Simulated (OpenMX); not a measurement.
KBr:

```xyz
2
Lattice="4.0435 0.0000 0.0000 0.0000 4.0435 0.0000 0.0000 0.0000 4.0435" Properties=species:S:1:pos:R:3 pbc="T T T"
Br    2.0217    2.0217    2.0217
K     0.0000    0.0000    0.0000
```

Measurements of this composition are mostly on another form, of space group No. 225.

| Item | Value |
| --- | --- |
| Program | OpenMX 3.8.5 |
| Task | single point |
| Functional | PBE |
| Potentials or basis | OpenMX 2013 PBE set, Br7.0-s3p2d2, K10.0-s3p2d1, grid cutoff 260 Ry |
| k mesh | 7 × 7 × 7 |
| Occupations | fermi-dirac, width 0.05 eV |
| Spin | no spin polarisation |

On this cell: pressure -0.1 GPa; largest force zero by symmetry; band gap on the k mesh 3.91 eV, indirect (least direct gap 4.15 eV).

The same run follows on a disturbed copy (atoms moved at random, drawn with an rms of 0.05 Å):

```
Br K
1.0
     4.04350    0.00000    0.00000
     0.00000    4.04350    0.00000
     0.00000    0.00000    4.04350
Br K
1 1
Direct
  0.50038 0.49474 0.50228
  0.99884 0.99978 0.97651
```

Question: What does the disturbed cell give?

Answer: The energy moves by +1.9 meV/atom; pressure -0.1 GPa; largest force 0.073 eV/Å; band gap on the k mesh 3.91 eV, indirect (least direct gap 4.16 eV).

Forces on the atoms (eV/Å):
```
Br  -0.005  0.014 -0.071
K    0.005 -0.013  0.071
```

Caveats: an odd mesh through Γ misses points on the zone boundary, where band edges often lie; the basis of atomic orbitals isn't converged, which shifts pressures, moduli and gaps.
